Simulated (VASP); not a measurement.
# Zr (P-1) in VASP: further runs, part 3 of 3

VASP 6.6.1.

**4. Relaxation of cell and atoms, PBEsol, target pressure 5 GPa, at which the enthalpy is minimised (pressure_gpa = 5; atom 2 moved 0.06 Å)**

File INCAR:

```
ALGO = Normal
EDIFF = 1E-6
EDIFFG = -0.02
ENCUT = 600
GGA = PS
IBRION = 2
ISIF = 3
ISMEAR = -1
LASPH = True
LCHARG = False
LREAL = False
LWAVE = False
NELM = 80
NSW = 40
PREC = Accurate
PSTRESS = 50
SIGMA = 0.05
```

File KPOINTS:

```
k-points
0
Gamma
  9 9 5
```

File POSCAR:

```
Zr
1.0
    3.2319982200      0.0000000000      0.0000000000
   -1.6159991100      2.7989925700      0.0000000000
    0.0000000000      0.0000000000      5.1470000000
Zr
2
Direct
    0.3346542400      0.6741300100      0.2538998500
    0.6653457600      0.3258699900      0.7461001500
```

Potentials or basis: VASP PAW PBE potentials, release 64 (Zr_sv).

The run is started by

```console
$ cat potpaw_PBE.64/Zr_sv/POTCAR > POTCAR
$ mpirun -np 1 vasp_std > vasp.out
```

OUTCAR:

```text
EDIFF = 1E-6
   EDIFFG = -0.02
   ENCUT = 600
   GGA = PS
   IBRION = 2
   ISIF = 3
   ISMEAR = -1
   LASPH = True
   LREAL = False
   NELM = 80
   NSW = 40
   PREC = Accurate
   PSTRESS = 50

 ion  position               nearest neighbor table
   1  0.335  0.674  0.254-   2 3.12   2 3.15   2 3.17   2 3.19   2 3.22   2 3.23
   2  0.665  0.326  0.746-   1 3.12   1 3.15   1 3.17   1 3.19   1 3.22   1 3.23

  LATTYP: Found a hexagonal cell.
 ALAT       =     3.2319982200
 C/A-ratio  =     1.5925132533

  Lattice vectors:

 A1 = (   3.2319982200,   0.0000000000,   0.0000000000)
 A2 = (  -1.6159991100,   2.7989925700,   0.0000000000)
 A3 = (   0.0000000000,   0.0000000000,   5.1470000000)

Analysis of symmetry for initial positions (statically):
=====================================================================
 Subroutine PRICEL returns:
 Original cell was already a primitive cell.

 Routine SETGRP: Setting up the symmetry group for a
 hexagonal supercell.

 Subroutine GETGRP returns: Found  2 space group operations
 (whereof  2 operations were pure point group operations)
 out of a pool of 24 trial point group operations.

The static configuration has the point symmetry S_2 .

Analysis of symmetry for dynamics (positions and initial velocities):
=====================================================================
 Subroutine PRICEL returns:
 Original cell was already a primitive cell.

 Routine SETGRP: Setting up the symmetry group for a
 hexagonal supercell.

 Subroutine GETGRP returns: Found  2 space group operations
 (whereof  2 operations were pure point group operations)
 out of a pool of 24 trial point group operations.

The dynamic configuration has the point symmetry S_2 .

 Subroutine INISYM returns: Found  2 space group operations
 (whereof  2 operations are pure point group operations),
 and found     1 'primitive' translations

----------------------------------------------------------------------------------------

                                     Primitive cell

  volume of cell :      46.5615

  direct lattice vectors                    reciprocal lattice vectors
     3.231998220  0.000000000  0.000000000     0.309406111  0.178635701  0.000000000
    -1.615999110  2.798992570  0.000000000     0.000000000  0.357271402  0.000000000
     0.000000000  0.000000000  5.147000000     0.000000000  0.000000000  0.194287935

  length of vectors
     3.231998220  3.231998226  5.147000000     0.357271403  0.357271402  0.194287935

  position of ions in fractional coordinates (direct lattice)
     0.334654240  0.674130010  0.253899850
     0.665345760  0.325869990  0.746100150

  ion indices of the primitive-cell ions
   primitive index   ion index
                 1           1
                 2           2

----------------------------------------------------------------------------------------

 KPOINTS: k-points

Automatic generation of k-mesh.
 Grid dimensions read from file:
 generate k-points for:    9    9    5

 Generating k-lattice:

  Cartesian coordinates                     Fractional coordinates (reciprocal lattice)
     0.034378457  0.019848411  0.000000000     0.111111111 -0.000000000  0.000000000
     0.000000000  0.039696822  0.000000000     0.000000000  0.111111111  0.000000000
     0.000000000  0.000000000  0.038857587     0.000000000  0.000000000  0.200000000

  Length of vectors
     0.039696823  0.039696822  0.038857587

  Shift w.r.t. Gamma in fractional coordinates (k-lattice)
     0.000000000  0.000000000  0.000000000

 Subroutine IBZKPT returns following result:
 ===========================================

 Found    203 irreducible k-points:

 Following reciprocal coordinates:
            Coordinates               Weight
  0.000000  0.000000  0.000000      1.000000
  0.111111 -0.000000  0.000000      2.000000
  0.000000  0.111111  0.000000      2.000000
 -0.111111  0.111111  0.000000      2.000000
  0.222222 -0.000000  0.000000      2.000000
  0.000000  0.222222  0.000000      2.000000
[... 16 lines left out ...]
[... 27 lines left out ...]
   ISIF   =      3    stress and relaxation
   ISYM   =      2    0-nonsym 1-usesym 2-fastsym
   POTIM  = 0.5000    time-step for ionic-motion
   TEBEG  =    0.0;   TEEND  =   0.0 temperature during run
   PSTRESS=   50.0 pullay stress
   NELECT =      24.0000    total number of electrons
   NUPDOWN=      -1.0000    fix difference up-down
   EMIN   =  10.00;   EMAX   =-10.00  energy-range for DOS
   EFERMI =   0.00;   METHOD = LEGACY
   ISMEAR =    -1;   SIGMA  =   0.05  broadening in eV -4-tet -1-fermi 0-gaus
   EFERMI_NEDOS =   21; number of points for ismear=-14 and -15
   IALGO  =     38    algorithm
   IMIX   =      4    mixing-type and parameters
     AMIX     =   0.40;   BMIX     =  1.00
     AMIX_MAG =   1.60;   BMIX_MAG =  1.00
  volume/ion in A,a.u.               =      23.28       157.11
  Fermi-wavevector in a.u.,A,eV,Ry     =   1.312612  2.480476 23.442147  1.722949
  Thomas-Fermi vector in A             =   2.442992
   LORBIT       =      0    0 simple, 1 ext, 2 COOP (PROOUT), +10 PAW based schemes
   GGA     = PS    functional components
   LHFCALC =     F    Hartree Fock is set to
   AEXX    =    0.0000 exact exchange contribution
   IVDW    =     0    specifies the selected vdW correction
   LEPSILON=     F    determine dielectric tensor
   LRPA    =     F    only Hartree local field effects (RPA)
 conjugate gradient relaxation of ions
 non-spin polarized calculation
  energy-cutoff  :      600.00
  volume of cell :       46.56
 maximum number of plane-waves:      1572
 NGX is ok and might be reduce to    28
   NGX = 13   NGY = 13   NGZ = 21

--------------------------------------- Ionic step        1  -------------------------------------------

 number of electron      24.0000000 magnetization

 Free energy of the ion-electron system (eV)
  ---------------------------------------------------
  ext. energy  EPLUGINS =         0.00000000
  ---------------------------------------------------
  free energy    TOTEN  =       -18.15578299 eV

  energy without entropy =      -18.13978755  energy(sigma->0) =      -18.14778527

------------------------ aborting loop because EDIFF is reached ----------------------------------------

  FORCE on cell =-STRESS in cart. coord.  units (eV):
  Direction    XX          YY          ZZ          XY          YZ          ZX
  --------------------------------------------------------------------------------------
  -------------------------------------------------------------------------------------
  Total       -1.0959898     -0.9249478     -0.7356252      0.0287805      0.0030248     -0.0011207
  in kB      -37.7129133    -31.8273719    -25.3127982      0.9903351      0.1040816     -0.0385642
  external PRESSURE =     -81.6176945 kB  Pullay stress =      50.0000000 kB
[... 25 lines left out ...]
--------------------------------------- Ionic step        2  -------------------------------------------

 number of electron      24.0000000 magnetization

 E-fermi :  10.9761     XC(G=0): -12.0371

 val. band max:       10.9753428705   @ k =   0.4444  -0.2222   0.4000
 cond. band min:      10.9774948092   @ k =  -0.4444   0.2222   0.4000
 fundamental gap:      0.0021519386
 Fermi energy:        10.9761343252

 k-point     1 :       0.0000    0.0000    0.0000
  band No.  band energies     occupation
      1     -37.4966      2.00000
      2     -37.1849      2.00000
      3     -16.4170      2.00000
      4     -14.9388      2.00000
      5     -14.9061      2.00000
      6     -14.6954      2.00000
[... 598 lines left out ...]
--------------------------------------- Ionic step        6  -------------------------------------------

 number of electron      24.0000000 magnetization

 Free energy of the ion-electron system (eV)
  ---------------------------------------------------
  ext. energy  EPLUGINS =         0.00000000
  ---------------------------------------------------
  free energy    TOTEN  =       -18.14442255 eV

  energy without entropy =      -18.12705978  energy(sigma->0) =      -18.13574116

 E-fermi :   9.8008     XC(G=0): -11.5851

 val. band max:        9.7985013243   @ k =   0.2222  -0.4444   0.4000
 cond. band min:       9.8009482660   @ k =  -0.2222   0.4444   0.4000
 fundamental gap:      0.0024469417
 Fermi energy:         9.8007946342

 k-point     1 :       0.0000    0.0000    0.0000
  band No.  band energies     occupation
      1     -38.7747      2.00000
      2     -38.5688      2.00000
      3     -17.4676      2.00000
      4     -16.3506      2.00000
      5     -16.3223      2.00000
      6     -16.1899      2.00000
[... 480 lines left out ...]
  energy  without entropy=      -18.1270597755  energy(sigma->0) =      -18.13574116

  enthalpy is  TOTEN    =       -16.8063525650 eV   P V=        1.3380699820

 reached required accuracy - stopping structural energy minimisation
```

CONTCAR:

```text
Zr
   1.00000000000000
     3.1161130325202158    0.0036783056044601    0.0000885063064516
    -1.5548708028354106    2.7151001992672295   -0.0003747501608858
     0.0001432688005121   -0.0006115837808170    5.0643867865574732
  Zr
     2
Direct
     0.3345810981488613    0.6735013243238703    0.2502488278224718
     0.6654189018511387    0.3264986756761297    0.7497511721775282

  0.00000000E+00  0.00000000E+00  0.00000000E+00
  0.00000000E+00  0.00000000E+00  0.00000000E+00
```

Run time: 4.2 min. Hardware: 1 thread of Intel Xeon 6975P-C (Granite Rapids), shared host; peak memory 0.3 GiB.

What came out:

| Quantity | Value |
| --- | --- |
| Free energy | -18.1444 eV |
| Relaxed volume | 21.44 Å³/atom |
| Relaxed cell | a = 3.116 Å, b = 3.129 Å, c = 5.064 Å, α = 90.01°, β = 90.00°, γ = 119.73° |
| Space group after relaxing (to 0.05 Å) | Cmcm (No. 63) |
| Energy change on relaxing (the enthalpy is what falls) | +5.7 meV/atom |
| Ionic steps | 6 |
| Pressure after relaxing | 5.0 GPa |
| Largest force after relaxing | 0.016 eV/Å |
| Band gap on the k mesh | none (metal or under the smearing width) |

Forces in eV/Å, atoms in the order of the input:
```
Zr   0.003 -0.003 -0.016
Zr  -0.003  0.003  0.016
```

Stress tensor (GPa, compression positive):
```
 5.12 -0.01  0.00
-0.01  5.00  0.00
 0.00  0.00  4.99
```

The path:
| step | energy change (eV) | largest force (eV/Å) | pressure (GPa) | volume (Å³) |
| --- | --- | --- | --- | --- |
| 1 | 0.0000 | 0.1518 | -3.16 | 46.56 |
| 2 | 0.2797 | 0.2590 | 17.59 | 39.02 |
| 3 | 0.0128 | 0.2128 | 4.93 | 43.00 |
| 4 | 0.0149 | 0.2141 | 5.11 | 42.93 |
| 5 | 0.0115 | 0.0927 | 5.06 | 42.90 |
| 6 | 0.0114 | 0.0163 | 5.04 | 42.88 |

Final structure:
```cif
data_structure
_symmetry_space_group_name_H-M 'P 1'
_symmetry_Int_Tables_number 1
_cell_length_a 3.1161
_cell_length_b 3.1288
_cell_length_c 5.0644
_cell_angle_alpha 90.014
_cell_angle_beta 89.997
_cell_angle_gamma 119.731
_cell_volume 42.88
loop_
_atom_site_label
_atom_site_type_symbol
_atom_site_fract_x
_atom_site_fract_y
_atom_site_fract_z
_atom_site_occupancy
Zr1 Zr 0.33458 0.67350 0.25025 1
Zr2 Zr 0.66542 0.32650 0.74975 1
```

Caveat: the cell is relaxed towards a set pressure, so the enthalpy falls and the energy may rise; the PAW data sets were made with another functional, which shifts forces and pressure a little.

**5. Relaxation of cell and atoms, PBEsol, target pressure 10 GPa, at which the enthalpy is minimised (pressure_gpa = 10; atom 2 moved 0.06 Å)**

Changes to INCAR since step 4:

```diff
@@ -15,3 +15,3 @@
 PREC = Accurate
-PSTRESS = 50
+PSTRESS = 100
 SIGMA = 0.05
```

KPOINTS is that of step 4.

POSCAR is that of step 4.

The run is started by

```console
$ cat potpaw_PBE.64/Zr_sv/POTCAR > POTCAR
$ mpirun -np 1 vasp_std > vasp.out
```

Wall time 6.6 min (1 thread of Intel Xeon 6975P-C (Granite Rapids), shared host); peak memory 0.31 GiB.

Results (log left out):

```
Free energy                                            : -18.0637 eV
Relaxed volume                                         : 20.57 Å³/atom
Relaxed cell                                           : a = 3.066 Å, b = 3.081 Å, c = 5.014 Å, α = 90.02°, β = 89.99°, γ = 119.69°
Space group after relaxing (to 0.05 Å)                 : Cmcm (No. 63)
Energy change on relaxing (the enthalpy is what falls) : +46.1 meV/atom
Ionic steps                                            : 10
Pressure after relaxing                                : 10.0 GPa
Largest force after relaxing                           : 0.013 eV/Å
Band gap on the k mesh                                 : none (metal or under the smearing width)
```

Forces in eV/Å, atoms in the order of the input:
```
Zr  -0.001  0.009  0.010
Zr   0.001 -0.009 -0.010
```

Stress tensor (GPa, compression positive):
```
 9.92  0.00  0.00
 0.00  9.93  0.01
 0.00  0.01 10.05
```

The path:
| step | energy change (eV) | largest force (eV/Å) | pressure (GPa) | volume (Å³) |
| --- | --- | --- | --- | --- |
| 1 | 0.0000 | 0.1518 | -3.16 | 46.56 |
| 2 | 0.9922 | 0.3547 | 38.43 | 34.83 |
| 3 | 0.0844 | 0.2703 | 9.51 | 41.41 |
| 4 | 0.0945 | 0.2742 | 10.02 | 41.24 |
| 5 | 0.1009 | 0.2766 | 10.34 | 41.14 |
| 6 | 0.0973 | 0.0752 | 10.27 | 41.07 |
| 7 | 0.0985 | 0.0146 | 10.29 | 41.04 |
| 8 | 0.0986 | 0.0197 | 10.29 | 41.04 |
| 9 | 0.0853 | 0.0087 | 9.62 | 41.25 |
| 10 | 0.0921 | 0.0134 | 9.96 | 41.14 |

Final structure:
```yaml
crystal:
  lattice:
    - [3.06611, 0.00413, 0.00018]
    - [-1.52948, 2.67404, -0.00064]
    - [0.00029, -0.00102, 5.01355]
  atoms:
    - { symbol: Zr, position: [0.33467, 0.67387, 0.24987] }
    - { symbol: Zr, position: [0.66533, 0.32613, 0.75013] }
```

Levels at points of the mesh, in eV from the Fermi level:
| k point | band 9 | band 10 | band 11 | band 12 | band 13 | band 14 | band 15 | band 16 |
| --- | --- | --- | --- | --- | --- | --- | --- | --- |
| (0.00, 0.00, 0.00) | -5.85 | -3.38 | 0.81 | 0.83 | 1.02 | 1.55 | 1.65 | 1.71 |

Caveat: the cell is relaxed towards a set pressure, so the enthalpy falls and the energy may rise; the PAW data sets were made with another functional, which shifts forces and pressure a little.

**6. Relaxation of cell and atoms, PBEsol, target pressure 20 GPa, at which the enthalpy is minimised (pressure_gpa = 20; atom 2 moved 0.06 Å)**

Changes to INCAR since step 5:

```diff
@@ -15,3 +15,3 @@
 PREC = Accurate
-PSTRESS = 100
+PSTRESS = 200
 SIGMA = 0.05
```

KPOINTS is that of step 5.

POSCAR is that of step 5.

Potentials or basis: VASP PAW PBE potentials, release 64 (Zr_sv).

The run is started by

```console
$ cat potpaw_PBE.64/Zr_sv/POTCAR > POTCAR
$ mpirun -np 1 vasp_std > vasp.out
```

Wall time 20 min (1 thread of Intel Xeon 6975P-C (Granite Rapids), shared host); peak memory 0.33 GiB.

The run converged. Its results:

```yaml
Free_energy: -17.7763 eV
Relaxed_volume: 18.94 Å³/atom
Relaxed_cell: a = 2.909 Å, b = 3.013 Å, c = 4.922 Å, α = 90.14°, β = 90.01°, γ = 118.58°
Space_group_after_relaxing_to_0.05_Å: P2_1/m (No. 11)
Energy_change_on_relaxing_the_enthalpy_is_what_falls: +189.7 meV/atom
Ionic_steps: 40
Pressure_after_relaxing: 20.1 GPa
Largest_force_after_relaxing: 0.009 eV/Å
Band_gap_on_the_k_mesh: none (metal or under the smearing width)
```

Forces in eV/Å, atoms in the order of the input:
```
Zr   0.005 -0.006 -0.003
Zr  -0.005  0.006  0.003
```

Stress tensor (GPa, compression positive):
```
20.06  0.00  0.01
 0.00 20.03  0.13
 0.01  0.13 20.11
```

Step by step:
```
step  energy change (eV)  largest force (eV/Å)  pressure (GPa)  volume (Å³)
   1              0.0000                0.1518           -3.16        46.56
   2              4.1527                0.6422          106.99        27.36
   3              0.2579                0.3574           16.71        39.28
   4              0.3367                0.3749           19.45        38.58
   5              0.3560                0.3787           20.10        38.42
   6              0.3533                0.0304           20.23        38.31
   7              0.3560                0.0592           20.29        38.28
   8              0.3564                0.0670           20.30        38.28
   9              0.3337                0.0302           19.50        38.46
  10              0.3402                0.0383           19.72        38.41
  11              0.3507                0.0320           20.06        38.32
  12              0.3499                0.0306           20.06        38.33
  13              0.3494                0.0300           20.04        38.33
  14              0.3489                0.0321           20.01        38.33
  15              0.3476                0.0412           19.96        38.34
  16              0.3448                0.0616           19.83        38.36
  17              0.3386                0.1014           19.55        38.39
  18              0.3265                0.1625           18.93        38.45
  19              0.3048                0.2252           17.58        38.57
  20              0.3074                0.2271           17.81        38.55
  21              0.3057                0.2256           17.68        38.56
  22              0.3057                0.2257           17.67        38.56
  23              0.3057                0.2256           17.67        38.56
  24              0.3058                0.2254           17.67        38.56
  25              0.3059                0.2250           17.66        38.56
  26              0.3062                0.2242           17.65        38.56
  27              0.3068                0.2229           17.61        38.55
  28              0.3085                0.2209           17.55        38.54
  29              0.3073                0.2224           17.60        38.55
  30              0.3082                0.2218           17.60        38.54
  31              0.3110                0.2203           17.72        38.51
  32              0.3165                0.2173           17.92        38.46
  33              0.3278                0.2113           18.32        38.35
  34              0.3512                0.1987           19.11        38.15
  35              0.4010                0.1718           20.75        37.73
  36              0.3951                0.1750           20.57        37.78
  37              0.3936                0.1609           20.53        37.79
  38              0.3892                0.1184           20.41        37.81
  39              0.3816                0.0308           20.15        37.86
  40              0.3795                0.0087           20.07        37.88
```

Final structure:
```yaml
crystal:
  lattice:
    - [2.90861, 0.00720, -0.00018]
    - [-1.44806, 2.64229, -0.00356]
    - [-0.00028, -0.00681, 4.92212]
  atoms:
    - { symbol: Zr, position: [0.35941, 0.73823, 0.25008] }
    - { symbol: Zr, position: [0.64059, 0.26177, 0.74992] }
```

Levels at points of the mesh, in eV from the Fermi level:
```
           k point  band 8  band 9  band 10  band 11  band 12  band 13  band 14  band 15  band 16
(0.00, 0.00, 0.00)  -25.36   -5.71    -3.37     0.27     0.54     1.83     1.93     2.02     2.14
```

Caveat: the cell is relaxed towards a set pressure, so the enthalpy falls and the energy may rise; the volume moved by over 15 % at a fixed basis, so the end points are rough; the PAW data sets were made with another functional, which shifts forces and pressure a little.

**7. Summary**

```tsv
cell	target pressure	gap on the mesh (eV)	pressure (GPa)	largest force (eV/Å)
relaxed from: pressure_gpa = 0; atom 2 moved 0.06 Å	-	none	0.0	0.02
relaxed to 2 GPa from: pressure_gpa = 2; atom 2 moved 0.06 Å	2 GPa	none	2.0	0.01
relaxed to 5 GPa from: pressure_gpa = 5; atom 2 moved 0.06 Å	5 GPa	none	5.0	0.02
relaxed to 10 GPa from: pressure_gpa = 10; atom 2 moved 0.06 Å	10 GPa	none	10.0	0.01
relaxed to 20 GPa from: pressure_gpa = 20; atom 2 moved 0.06 Å	20 GPa	none	20.1	0.01
```

Alike in all rows: task relaxation of cell and atoms; level PBEsol; potentials or basis VASP PAW PBE potentials, release 64 (Zr_sv); no spin polarisation; k mesh 9 × 9 × 5; cutoff (eV) 600; smearing fermi-dirac 0.05 eV.

Caveats: the PAW data sets were made with another functional, which shifts forces and pressure a little; the cell is relaxed towards a set pressure, so the enthalpy falls and the energy may rise (some runs); the volume moved by over 15 % at a fixed basis, so the end points are rough (some runs).

Absolute energies hang on the potentials; compare differences alone.
